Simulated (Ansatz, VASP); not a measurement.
## One calculation of AlNi, two programs

```
Al Ni
1.0
     2.86217    0.00000    0.00000
     0.00000    2.86217    0.00000
     0.00000    0.00000    2.86217
Al Ni
1 1
Direct
  0.00000 0.00000 0.00000
  0.50000 0.50000 0.50000
```

Alike in both runs: functional PBEsol; k mesh 14 × 14 × 14; occupations gaussian, width 0.1 eV; no spin polarisation.

Ansatz relaxed the structure, and its values are those at the end. VASP's run is a single point on that final structure, the one shown.

|  | VASP | Ansatz |
| --- | --- | --- |
| version | VASP 6.6.1 | Ansatz 0.2.0 |
| potentials or method | VASP PAW PBE potentials, release 64 (Al, Ni) | scalar-relativistic, plane waves, PAW |
| plane-wave cutoff (eV) | 520 | 420 |
| valence electrons in the cell | 13 | 21 |

```csv
,VASP,Ansatz,Ansatz less VASP
gap on the k mesh at the Fermi level (eV),none,none,-
pressure (GPa),0.2,0.0,-0.21
```

A gap of «none» marks a metal or a gap that the smearing closes. The two sets of potentials don't hold the same shells in valence.

Caveats: the PAW data sets were made with another functional, which shifts forces and pressure a little (VASP). Spin polarisation is off, so any magnetic state and its effect on volume and gap are missing.
